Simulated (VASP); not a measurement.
# Si (P-1) in VASP: further runs, part 4 of 4

VASP 6.6.1. Earlier steps stand in the parts before.

## 7. Phonon dispersion, LDA

This run uses another cell than the first one: it holds 16 atoms, not 2.

File INCAR:

```
ALGO = Normal
EDIFF = 1E-7
ENCUT = 520
IBRION = 6
ISIF = 2
ISMEAR = 0
LASPH = True
LCHARG = False
LPHON_DISPERSION = True
LREAL = Auto
LWAVE = False
NELM = 100
NFREE = 2
NSW = 1
PHON_NWRITE = -3
POTIM = 0.015
PREC = Accurate
SIGMA = 0.02
```

File KPOINTS:

```
k-points
0
Gamma
  3 3 3
```

File POSCAR:

```
Si
1.0
    0.2926285400      5.4699689400      6.8609193600
    5.6797701600      0.6881976000      6.4653503000
    5.9272265200      5.3218562400      0.4407412400
Si
16
Direct
    0.2361061500      0.2871995250      0.2382479450
    0.2361061500      0.2871995250      0.7382479450
    0.2361061500      0.7871995250      0.2382479450
    0.2361061500      0.7871995250      0.7382479450
    0.7361061500      0.2871995250      0.2382479450
    0.7361061500      0.2871995250      0.7382479450
    0.7361061500      0.7871995250      0.2382479450
    0.7361061500      0.7871995250      0.7382479450
    0.3888938500      0.3378004750      0.3867520550
    0.3888938500      0.3378004750      0.8867520550
    0.3888938500      0.8378004750      0.3867520550
    0.3888938500      0.8378004750      0.8867520550
    0.8888938500      0.3378004750      0.3867520550
    0.8888938500      0.3378004750      0.8867520550
    0.8888938500      0.8378004750      0.3867520550
    0.8888938500      0.8378004750      0.8867520550
```

File QPOINTS:

```
path XGY,LGZ,NGM,RG
8
line-mode
reciprocal
-0.5000000000  0.0000000000  0.0000000000  X
 0.0000000000  0.0000000000  0.0000000000  G

 0.0000000000  0.0000000000  0.0000000000  G
 0.5000000000  0.5000000000  0.5000000000  Y

 0.0000000000  0.5000000000  0.5000000000  L
 0.0000000000  0.0000000000  0.0000000000  G

 0.0000000000  0.0000000000  0.0000000000  G
 0.0000000000  0.0000000000 -0.5000000000  Z

-0.5000000000  0.0000000000 -0.5000000000  N
 0.0000000000  0.0000000000  0.0000000000  G

 0.0000000000  0.0000000000  0.0000000000  G
 0.5000000000  0.5000000000  0.0000000000  M

 0.0000000000  0.5000000000  0.0000000000  R
 0.0000000000  0.0000000000  0.0000000000  G
```

Potentials or basis: VASP PAW LDA potentials, release 64 (Si).

Launch:

```
$ cat potpaw_LDA.64/Si/POTCAR > POTCAR
$ mpirun -np 1 vasp_std > vasp.out
```

OUTCAR:

```text
EDIFF = 1E-7
   ENCUT = 520
   IBRION = 6
   ISIF = 2
   ISMEAR = 0
   LASPH = True
   LREAL = Auto
   NELM = 100
   NFREE = 2
   NSW = 1
   POTIM = 0.015
   PREC = Accurate

 ion  position               nearest neighbor table
   1  0.236  0.287  0.238-  10 2.36  13 2.50   9 2.51  11 2.76
   2  0.236  0.287  0.738-   9 2.36  14 2.50  10 2.51  12 2.76
   3  0.236  0.787  0.238-  12 2.36  15 2.50  11 2.51   9 2.76
   4  0.236  0.787  0.738-  11 2.36  16 2.50  12 2.51  10 2.76
   5  0.736  0.287  0.238-  14 2.36   9 2.50  13 2.51  15 2.76
   6  0.736  0.287  0.738-  13 2.36  10 2.50  14 2.51  16 2.76
[... 8 lines left out ...]
  15  0.889  0.838  0.387-   8 2.36   3 2.50   7 2.51   5 2.76
  16  0.889  0.838  0.887-   7 2.36   4 2.50   8 2.51   6 2.76
[... 11 lines left out ...]
 A1 = (   5.6797701600,   0.6881976000,   6.4653503000)
 A2 = (  16.9941383000,   1.2282825000,   6.5105224800)
 A3 = (  -5.3419694400,   5.6180816400,  13.2810974800)

Analysis of symmetry for initial positions (statically):
=====================================================================
 Subroutine PRICEL returns following result:

  LATTYP: Found a triclinic cell.
 ALAT       =     4.3166584156
 B/A-ratio  =     2.1127412787
 C/A-ratio  =     1.7812545367
 COS(alpha) =     0.0092168934
 COS(beta)  =     0.4473501904
 COS(gamma) =     0.8856269339

  Lattice vectors:

 A1 = (   2.8398850800,   0.3440988000,   3.2326751500)
 A2 = (   8.4970691500,   0.6141412500,   3.2552612400)
 A3 = (  -2.6709847200,   2.8090408200,   6.6405487400)

   8 primitive cells build up your supercell.

 Routine SETGRP: Setting up the symmetry group for a
 triclinic supercell.

 Subroutine GETGRP returns: Found  2 space group operations
 (whereof  1 operations were pure point group operations)
 out of a pool of  2 trial point group operations.

The static configuration has the point symmetry C_1 .
 The point group associated with its full space group is S_2 .

Analysis of symmetry for dynamics (positions and initial velocities):
=====================================================================
 Subroutine PRICEL returns following result:

  LATTYP: Found a triclinic cell.
 ALAT       =     4.3166584156
 B/A-ratio  =     2.1127412787
 C/A-ratio  =     1.7812545367
 COS(alpha) =     0.0092168934
 COS(beta)  =     0.4473501904
 COS(gamma) =     0.8856269339

  Lattice vectors:

 A1 = (   2.8398850800,   0.3440988000,   3.2326751500)
 A2 = (   8.4970691500,   0.6141412500,   3.2552612400)
 A3 = (  -2.6709847200,   2.8090408200,   6.6405487400)

   8 primitive cells build up your supercell.

 Routine SETGRP: Setting up the symmetry group for a
 triclinic supercell.

 Subroutine GETGRP returns: Found  2 space group operations
 (whereof  1 operations were pure point group operations)
 out of a pool of  2 trial point group operations.

The dynamic configuration has the point symmetry C_1 .
[... 113 lines left out ...]
   LORBIT       =      0    0 simple, 1 ext, 2 COOP (PROOUT), +10 PAW based schemes
   GGA     = CA    functional components
   LHFCALC =     F    Hartree Fock is set to
   AEXX    =    0.0000 exact exchange contribution
   IVDW    =     0    specifies the selected vdW correction
   LEPSILON=     F    determine dielectric tensor
   LRPA    =     F    only Hartree local field effects (RPA)
 finite differences with symmetry
 non-spin polarized calculation
 Gauss-broadening in eV      SIGMA  =   0.02
  energy-cutoff  :      520.00
  volume of cell :      365.34
 maximum number of plane-waves:      9853
 NGX is ok and might be reduce to    70

--------------------------------------- Ionic step        1  -------------------------------------------

 number of electron      63.9999999 magnetization

 Free energy of the ion-electron system (eV)
  ---------------------------------------------------
  ext. energy  EPLUGINS =         0.00000000
  ---------------------------------------------------
  free energy    TOTEN  =       -86.49487943 eV

  energy without entropy =      -86.49486268  energy(sigma->0) =      -86.49487106

------------------------ aborting loop because EDIFF is reached ----------------------------------------

  FORCE on cell =-STRESS in cart. coord.  units (eV):
  Direction    XX          YY          ZZ          XY          YZ          ZX
  --------------------------------------------------------------------------------------
  -------------------------------------------------------------------------------------
  Total      -22.4668638    -15.9187498    -35.1200033      0.5094136     -8.6831822     -9.1514091
  in kB      -98.5262953    -69.8101638   -154.0154361      2.2339849    -38.0792703    -40.1326345
  external PRESSURE =    -107.4506317 kB  Pullay stress =       0.0000000 kB
[... 287 lines left out ...]
--------------------------------------- Ionic step        7  -------------------------------------------

 number of electron      63.9999999 magnetization

 Free energy of the ion-electron system (eV)
  ---------------------------------------------------
  ext. energy  EPLUGINS =         0.00000000
  ---------------------------------------------------
  free energy    TOTEN  =       -86.50594827 eV

  energy without entropy =      -86.50593691  energy(sigma->0) =      -86.50594259

 E-fermi :   4.8420     XC(G=0):  -9.2203

 val. band max:        4.7950705600   @ k =   0.0000   0.0000   0.3333
 cond. band min:       4.8876594353   @ k =  -0.0000   0.3333  -0.0000
 fundamental gap:      0.0925888752
 Fermi energy:         4.8420085015

 k-point     1 :       0.0000    0.0000    0.0000
  band No.  band energies     occupation
      1      -6.5360      2.00000
      2      -4.8672      2.00000
      3      -4.3768      2.00000
      4      -4.2244      2.00000
      5      -4.0564      2.00000
      6      -3.8394      2.00000
[... 648 lines left out ...]
  FREE ENERGIE OF THE ION-ELECTRON SYSTEM (eV)
  ---------------------------------------------------
  free  energy   TOTEN  =       -86.5059482737 eV

  energy  without entropy=      -86.5059369147  energy(sigma->0) =      -86.50594259

 INTERNAL STRAIN TENSORS FROM DISPLACED ATOMS
 ============================================

 INTERNAL STRAIN TENSOR FOR ION    1 for displacements in x,y,z  (eV/Angst):
          X           Y           Z          XY          YZ          ZX
  --------------------------------------------------------------------------------
  x    -4.54480    -0.19054    -0.30371    -2.25694     2.93813     4.15925
  y    -3.84164     2.37346    -1.48419    -1.69114     1.11738     3.02800
  z     2.71925    -0.03006     1.07265     2.79696    -1.34784    -1.03527
[... 8 lines left out ...]
 INTERNAL STRAIN TENSOR FOR ION   16 for displacements in x,y,z  (eV/Angst):
          X           Y           Z          XY          YZ          ZX
  --------------------------------------------------------------------------------
  x     4.54480     0.19054     0.30371     2.25694    -2.93813    -4.15925
  y     3.84164    -2.37346     1.48419     1.69114    -1.11738    -3.02800
  z    -2.71925     0.03006    -1.07265    -2.79696     1.34784     1.03527

 Eigenvectors and eigenvalues of the dynamical matrix
   1 f  =   14.108845 THz    88.648491 2PiTHz  470.620427 cm-1    58.349470 meV
   2 f  =   13.266705 THz    83.357167 2PiTHz  442.529651 cm-1    54.866659 meV
   3 f  =   12.569886 THz    78.978921 2PiTHz  419.286252 cm-1    51.984846 meV
   4 f  =   12.545901 THz    78.828220 2PiTHz  418.486210 cm-1    51.885654 meV
   5 f  =   12.217358 THz    76.763925 2PiTHz  407.527198 cm-1    50.526910 meV
   6 f  =   12.093366 THz    75.984860 2PiTHz  403.391272 cm-1    50.014121 meV
[... 35 lines left out ...]
  42 f  =    0.614265 THz     3.859542 2PiTHz   20.489679 cm-1     2.540395 meV
  43 f  =    0.000001 THz     0.000003 2PiTHz    0.000018 cm-1     0.000002 meV
  44 f/i=    0.000000 THz     0.000002 2PiTHz    0.000008 cm-1     0.000001 meV
  45 f/i=    0.000001 THz     0.000004 2PiTHz    0.000020 cm-1     0.000003 meV
  46 f/i=    0.392837 THz     2.468268 2PiTHz   13.103632 cm-1     1.624643 meV
  47 f/i=    0.951886 THz     5.980878 2PiTHz   31.751510 cm-1     3.936684 meV
  48 f/i=    5.778598 THz    36.308004 2PiTHz  192.753293 cm-1    23.898352 meV

 ELASTIC MODULI CONTR FROM IONIC RELAXATION (kBar)
 Direction    XX          YY          ZZ          XY          YZ          ZX
 --------------------------------------------------------------------------------
 XX        -149.2944     60.0173    -57.1329    -95.2283     54.6948     97.7329
 YY          60.0173    -83.7447     60.9337     49.3428     13.8291    -12.0302
 ZZ         -57.1329     60.9337    -50.1940    -50.8632     -3.5592     12.8330
 XY         -95.2283     49.3428    -50.8632    -75.9004     25.2559     44.4752
 YZ          54.6948     13.8291     -3.5592     25.2559    -42.2362    -55.1001
 ZX          97.7329    -12.0302     12.8330     44.4752    -55.1001    -88.9575
 --------------------------------------------------------------------------------
[... 441 lines left out ...]
 q-point No.           q_x           q_y           q_z  q-path length
          56      0.000000      0.000000      0.000000       3.113946
  frequencies
   [THz]          -0.000000      0.000000      0.000000      4.590938     11.461089     14.108845
   [2Pi THz]      -0.000001      0.000000      0.000001     28.845714     72.012145     88.648490
   [cm-1]         -0.000005      0.000001      0.000004    153.137206    382.300772    470.620427
   [meV]          -0.000001      0.000000      0.000000     18.986585     47.399233     58.349470
```

Wall time 16 min (1 thread of Intel Xeon 6975P-C (Granite Rapids), shared host); peak memory 0.5 GiB.

Results:

```yaml
Highest_phonon_frequency: 471 cm⁻¹
Most_unstable_mode: 193i cm⁻¹
```

Phonon frequencies in cm⁻¹ (negative: imaginary):
| q point | frequencies |
| --- | --- |
| (-0.500, 0.000, 0.000) | 83 100 119 123 348 443 |
| (-0.143, 0.000, 0.000) | 79 127 165 239 278 391 |
| (0.143, 0.143, 0.143) | 32 52 106 147 364 450 |
| (0.500, 0.500, 0.500) | -13 90 129 238 283 388 |
| (0.000, 0.214, 0.214) | 85 135 168 240 274 400 |
| (0.000, 0.000, -0.071) | -44 20 38 149 379 468 |
| (0.000, 0.000, -0.429) | 59 132 146 234 295 408 |
| (-0.286, 0.000, -0.286) | 22 54 125 195 294 412 |
| (0.000, 0.000, 0.000) | 0 0 0 153 382 471 |
| (0.357, 0.357, 0.000) | -118 54 160 236 243 404 |
| (0.000, 0.357, 0.000) | 79 131 168 236 276 397 |
| (0.000, 0.000, 0.000) | 0 0 0 153 382 471 |

Phonon frequencies at the corners of the path (cm⁻¹, interpolated; i marks imaginary ones):
| point | frequencies |
| --- | --- |
| X | 83 100 119 123 348 443 |
| Γ | 0 0 0 153 382 471 |
| Y | 13i 90 129 238 283 388 |
| L | 20 87 122 268 320 358 |
| Z | 76 138 151 255 279 403 |
| N | 193i 103 112 232 276 419 |
| M | 90 110 148 244 273 408 |
| R | 32i 48 100 219 287 418 |

Caveat: some modes are imaginary.

## 8. Overview

```tsv
task	cell	k mesh	cutoff (eV)	k mesh for the DOS	occupations for the DOS	long-range dipole term	supercell matrix	gap on the mesh (eV)	pressure (GPa)	largest force (eV/Å)
optical spectrum	all atoms moved at random, sigma 0.15 Å a component, cell strained at random, sigma 0.1	8 × 9 × 8	520	-	-	-	-	none	-10.8	1.11
density of states	all atoms moved at random, sigma 0.15 Å a component, cell strained at random, sigma 0.1	8 × 9 × 8	520	12 × 14 × 12	tetrahedron	-	-	-	-	-
electric field gradients	all atoms moved at random, sigma 0.15 Å a component, cell strained at random, sigma 0.1	8 × 9 × 8	520	-	-	-	-	none	-10.8	1.11
core levels	all atoms moved at random, sigma 0.15 Å a component, cell strained at random, sigma 0.1	8 × 9 × 8	520	-	-	-	-	none	-10.8	1.11
phonons	relaxed from: all atoms moved at random, sigma 0.15 Å a component, cell strained at random, sigma 0.1	6 × 7 × 6	600	-	-	-	-	-	-	-
phonon dispersion	all atoms moved at random, sigma 0.15 Å a component, cell strained at random, sigma 0.1	3 × 3 × 3	520	-	-	no	[2, 0, 0, 0, 2, 0, 0, 0, 2]	-	-	-
```

Alike in all rows: level LDA; potentials or basis VASP PAW LDA potentials, release 64 (Si); no spin polarisation; smearing gaussian 0.02 eV.

Caveats: forces of over 1 eV/Å show positions far from the minimum, so gaps and moduli don't describe the material at rest (some runs); spectra need much finer meshes, so this one isn't converged (some runs); independent-particle spectra lack excitons (some runs); the intraband (Drude) part of a metal's response may be missing (some runs); some modes are imaginary (some runs).

Total energies depend on the potentials used, so only differences within one code and one set of settings carry meaning.
